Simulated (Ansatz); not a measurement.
Input of an Ansatz 0.2.0 run:

The input input.yaml:

```yaml
crystal:
  lattice:
    - [3.571, 0.0, 0.0]
    - [0.0, 3.571, 0.0]
    - [0.0, 0.0, 3.571]
  atoms:
    - { symbol: Co, position: [0.5, 0.5, 0.0], spin: 2.0 }
    - { symbol: Co, position: [0.5, 0.0, 0.5], spin: 2.0 }
    - { symbol: Co, position: [0.0, 0.5, 0.5], spin: 2.0 }
    - { symbol: Ti, position: [0.0, 0.0, 0.0], spin: 1.0 }
kpoints:
  mp_grid: { grid: [8, 8, 8] }
  band_path:
    path:
      - [0.0, 0.0, 0.0]
      - [0.0, 0.5, 0.0]
      - [0.5, 0.5, 0.0]
      - [0.0, 0.0, 0.0]
      - [0.5, 0.5, 0.5]
      - [0.0, 0.5, 0.0]
    npoints: 10
scf:
  occupations: { method: fermi_dirac, width: 0.05 }
hamiltonian:
  xc: pbesol
  pseudopotentials: { kind: all_electron, lapw: { basis_error: 0.002 } }
magnetization:
  spin_polarized: true
output:
  forces: true
  stress: true
  eigenvalues: true
```

Potentials or basis: all-electron LAPW, scalar-relativistic.

Launch:

```sh
$ ansatz run input.yaml --threads 4 --pin off --max-ram 12288MiB --backend cpu --events-out ev --progress --plain --runs-dir out
```

(1) Estimate the band gap along the path.

(2) Predict the site moments.

## Answers

(1) none (metal or under the smearing width).

(2) Co +1.00; Ti -0.37 μB.

Caveat: the starting moments weren't kept.
